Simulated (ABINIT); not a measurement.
Ge:

```
Ge
1.0
     0.00000    2.82891    2.82891
     2.82891    0.00000    2.82891
     2.82891    2.82891    0.00000
Ge
2
Direct
  0.75000 0.75000 0.75000
  0.50000 0.50000 0.50000
```

Base run:

```yaml
Program: ABINIT 10.8.3 (patched build)
Functional: r2SCAN
Potentials_or_basis: JTH PAW PBE v2.0
Cutoff: 707 eV
k_mesh: 8 × 8 × 8
Occupations: fermi-dirac, width 0.05 eV
Spin: no spin polarisation
```

Its results: band gap on the k mesh 0.40 eV, direct; pressure 0.9 GPa.

Q: The run is repeated on the same cell with these changes: potentials or basis from JTH PAW PBE v2.0 to PseudoDojo NC SR PBE v0.4.1 standard; cutoff from 707 eV to 1306 eV. What comes out?

A: Band gap on the k mesh 0.09 eV, direct; pressure -0.3 GPa.

Caveats: the PAW data sets were made with another functional, which shifts forces and pressure a little (some runs); a meta-GGA on potentials with a model core is unreliable (some runs); the potentials were made for another functional, which shifts forces and pressure (some runs).
